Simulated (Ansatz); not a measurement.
Crystal: Fe.

```
CELL_PARAMETERS angstrom
-1.44300 1.44300 1.44300
1.44300 -1.44300 1.44300
1.44300 1.44300 -1.44300
ATOMIC_POSITIONS crystal
Fe 0.00000 0.00000 0.00000
```

| Property | Result |
| --- | --- |
| Program | Ansatz 0.2.0 |
| Task | relaxation of cell and atoms |
| Functional | BLYP |
| Dispersion | D3(BJ) |
| Potentials or basis | all-electron LAPW, scalar-relativistic |
| Basis error allowed | 0.001 eV/atom |
| k mesh | 13 × 13 × 13 |
| Occupations | fermi-dirac, width 0.05 eV |
| Spin | collinear spin, ferromagnetic start |
| Starting moments | [3.0] μB |

At the start: volume 12.02 Å³/atom.

Question: Where does the relaxation end?

Answer: Over 6 steps the energy falls by 44.6 meV/atom and the volume is 11.09 Å³/atom (-7.8 %); space group Im-3m (No. 229, to 0.05 Å); moment 2.07 μB per cell.

The path:
| step | energy change (eV) | largest force (eV/Å) | volume (Å³) |
| --- | --- | --- | --- |
| 1 | 0.0000 | 0.0000 | 12.02 |
| 2 | -0.0382 | 0.0000 | 11.42 |
| 3 | -0.0441 | 0.0000 | 11.00 |
| 4 | -0.0446 | 0.0000 | 11.09 |
| 5 | -0.0446 | 0.0000 | 11.09 |
| 6 | -0.0446 | 0.0000 | 11.09 |

Final structure:
```cif
data_structure
_symmetry_space_group_name_H-M 'P 1'
_symmetry_Int_Tables_number 1
_cell_length_a 2.4329
_cell_length_b 2.4329
_cell_length_c 2.4329
_cell_angle_alpha 109.471
_cell_angle_beta 109.471
_cell_angle_gamma 109.471
_cell_volume 11.09
loop_
_atom_site_label
_atom_site_type_symbol
_atom_site_fract_x
_atom_site_fract_y
_atom_site_fract_z
_atom_site_occupancy
Fe1 Fe 0.00000 0.00000 0.00000 1
```
